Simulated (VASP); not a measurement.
# InP (F-43m) in VASP: settings compared, part 2 of 2

VASP 6.6.1.

### 4 Optical spectrum, PBE

Contents of INCAR:

```
ALGO = Normal
CSHIFT = 0.05
EDIFF = 1E-6
ENCUT = 520
GGA = PE
ISIF = 2
ISMEAR = 0
LASPH = True
LCHARG = False
LOPTICS = True
LREAL = False
LWAVE = False
NBANDS = 41
NEDOS = 2000
NELM = 80
PREC = Accurate
SIGMA = 0.03
```

Contents of KPOINTS:

```
k-points
0
Gamma
  8 8 8
```

Contents of POSCAR:

```
InP                                     
1.0
    0.0000000000      2.9393308163      2.9393308163
    2.9393308163      0.0000000000      2.9393308163
    2.9393308163      2.9393308163      0.0000000000
  In              P             
     1     1
Direct
     0.0000000000000000    0.0000000000000000    0.0000000000000000
     0.2500000000000000    0.2500000000000000    0.2500000000000000
```

Potentials or basis: VASP PAW PBE potentials, release 64 (In_d, P).

Launch:

```
> cat potpaw_PBE.64/In_d/POTCAR potpaw_PBE.64/P/POTCAR > POTCAR
> mpirun -np 1 vasp_std > vasp.out
```

OUTCAR:

```text
EDIFF = 1E-6
   ENCUT = 520
   GGA = PE
   ISIF = 2
   ISMEAR = 0
   LASPH = True
   LREAL = False
   NELM = 80
   PREC = Accurate

 ion  position               nearest neighbor table
   1  0.000  0.000  0.000-   2 2.55   2 2.55   2 2.55   2 2.55
[... 921 lines left out ...]
     1.87172     6.28091     6.28091     6.28091     0.00000     0.00000    -0.00000
     2.49563     2.37503     2.37503     2.37503     0.00000     0.00000    -0.00000
     3.11954     8.25621     8.25621     8.25621    -0.00000    -0.00000     0.00000
[... 92 lines left out ...]
    61.14297     0.88545     0.88545     0.88545    -0.00000    -0.00000    -0.00000
    61.76688     0.88870     0.88870     0.88870    -0.00000    -0.00000    -0.00000

  frequency dependent IMAGINARY DIELECTRIC FUNCTION (independent particle, no local field effects) current-current
     E(ev)      X         Y         Z        XY        YZ        ZX
  --------------------------------------------------------------------------------------------------------------
     0.00000    47.89488    47.89488    47.89488    -0.00000     0.00000     0.00000
     0.62391    22.90834    22.90834    22.90834    -0.00000     0.00000     0.00000
     1.24782     1.38071     1.38071     1.38071    -0.00000     0.00000     0.00000
     1.87172     7.99827     7.99827     7.99827    -0.00000     0.00000     0.00000
     2.49563    16.92743    16.92743    16.92743    -0.00000    -0.00000     0.00000
     3.11954    10.99866    10.99866    10.99866    -0.00000    -0.00000    -0.00000
[... 92 lines left out ...]
    61.14297     0.00008     0.00008     0.00008    -0.00000    -0.00000    -0.00000
    61.76688     0.00007     0.00007     0.00007    -0.00000    -0.00000    -0.00000

  frequency dependent      REAL DIELECTRIC FUNCTION (independent particle, no local field effects) current-current
     E(ev)        X           Y           Z          XY          YZ          ZX
  --------------------------------------------------------------------------------------------------------------
     0.00000    15.81745    15.81745    15.81745    -0.00000    -0.00000    -0.00000
     0.62391    21.42719    21.42719    21.42719    -0.00000    -0.00000    -0.00000
     1.24782    12.11667    12.11667    12.11667    -0.00000    -0.00000    -0.00000
     1.87172     5.88740     5.88740     5.88740    -0.00000    -0.00000    -0.00000
     2.49563     1.69416     1.69416     1.69416    -0.00000    -0.00000    -0.00000
     3.11954     7.90075     7.90075     7.90075     0.00000     0.00000     0.00000
[... 92 lines left out ...]
    61.14297     0.88545     0.88545     0.88545     0.00000     0.00000     0.00000
    61.76688     0.88871     0.88871     0.88871     0.00000     0.00000     0.00000
```

OSZICAR:

```text
N       E                     dE             d eps       ncg     rms          rms(c)
DAV:   1     0.155577281463E+03    0.15558E+03   -0.60031E+03  2828   0.482E+02
DAV:   2     0.127273570084E+02   -0.14285E+03   -0.12382E+03  2586   0.193E+02
DAV:   3    -0.813946032311E+01   -0.20867E+02   -0.20388E+02  2869   0.519E+01
DAV:   4    -0.879861346197E+01   -0.65915E+00   -0.65823E+00  2908   0.926E+00
DAV:   5    -0.880768135158E+01   -0.90679E-02   -0.90662E-02  3212   0.112E+00    0.564E+00
DAV:   6    -0.841965106587E+01    0.38803E+00   -0.20833E-01  3565   0.495E+00    0.323E+00
DAV:   7    -0.838809755036E+01    0.31554E-01   -0.49907E-02  3628   0.111E+00    0.131E+00
DAV:   8    -0.838858920597E+01   -0.49166E-03   -0.90598E-03  3060   0.452E-01    0.178E-01
DAV:   9    -0.838908133401E+01   -0.49213E-03   -0.55296E-04  3020   0.984E-02    0.102E-01
DAV:  10    -0.838925038095E+01   -0.16905E-03   -0.79312E-05  3140   0.707E-02    0.429E-02
DAV:  11    -0.838930542682E+01   -0.55046E-04   -0.35943E-05  2900   0.306E-02    0.909E-03
DAV:  12    -0.838930699482E+01   -0.15680E-05   -0.15384E-06  3115   0.433E-03    0.718E-03
DAV:  13    -0.838930760770E+01   -0.61288E-06   -0.85802E-07  2884   0.272E-03
   1 F= -.83893076E+01 E0= -.83893076E+01  d E =-.263670E-11
 imaginary and real dielectric function
```

Run time: 26 s. Hardware: 1 thread of Intel Xeon Platinum 8488C (Sapphire Rapids), shared host; peak memory 0.22 GiB.

Results:

```
Free energy            : -8.3893 eV
Pressure               : 2.6 GPa
Band gap on the k mesh : 0.66 eV, direct
```

Levels at points of the mesh, in eV from the valence-band top:
```tsv
k point	band 6	band 7	band 8	band 9	band 10	band 11	band 12	band 13
(0.00, 0.00, 0.00)	-11.46	0.00	0.00	0.00	0.66	4.09	4.09	4.09
(0.50, 0.00, 0.00)	-9.76	-5.68	-0.96	-0.96	1.48	4.81	4.81	7.08
(0.50, 0.50, 0.00)	-9.12	-5.71	-2.29	-2.29	1.78	2.27	9.16	9.54
```

Dielectric function (mean over the directions given):
```
energy (eV)  real part  imaginary part
       0.28      16.94            0.45
       0.75       0.51            8.36
       1.22      11.84            0.49
       1.78      19.38           15.08
       2.25      24.31            7.87
       2.71       4.49            3.68
       3.28      17.79            9.48
       3.74       7.26            5.25
       4.30     -15.89           25.64
       4.77      -9.11            9.75
       5.24       9.81            8.47
       5.80     -12.63            9.56
       6.27      -4.12            6.54
       6.83      -5.17            3.47
       7.30      -4.47            1.89
       7.77      -2.22            2.79
       8.33      -2.00            2.32
       8.80      -1.82            1.73
       9.27      -2.48            1.20
       9.83      -1.00            0.90
      10.29      -0.94            1.38
      10.86      -1.41            0.39
      11.32      -0.79            0.70
      11.79      -0.50            0.53
      12.35      -0.48            0.43
      12.82      -0.20            0.45
      13.38      -0.31            0.32
      13.85      -0.01            0.34
      14.32       0.00            0.19
      14.88       0.04            0.16
      15.35       0.18            0.14
      15.82       0.28            0.20
      16.38       0.45            0.34
      16.85       0.34            0.29
      17.41       0.36            0.30
      17.88       0.41            0.13
      18.34       0.64            0.44
      18.90       0.50            0.38
      19.37       0.48            0.48
      19.93       0.40            0.28
```

Caveat: spectra need much finer meshes, so this one isn't converged; independent-particle spectra lack excitons; spin-orbit coupling is left out, which moves the levels of the heavy elements.

### 5 Comparison with measurements

Step 3. Against the measured high-frequency dielectric constant of InP, 9.61 (300 K; a printed reference work, textbook), the calculated 11.01 is off by +14.5 %.

Step 4. Against the measured gap of InP, 1.4236 eV (direct; 1.6 K; a printed reference work, data compilation), the calculated 0.66 eV is off by -0.76 eV. Spin-orbit coupling on In is left out. The value is that of PBE, without temperature or zero-point motion. Semilocal functionals fall short of measured gaps as a rule.
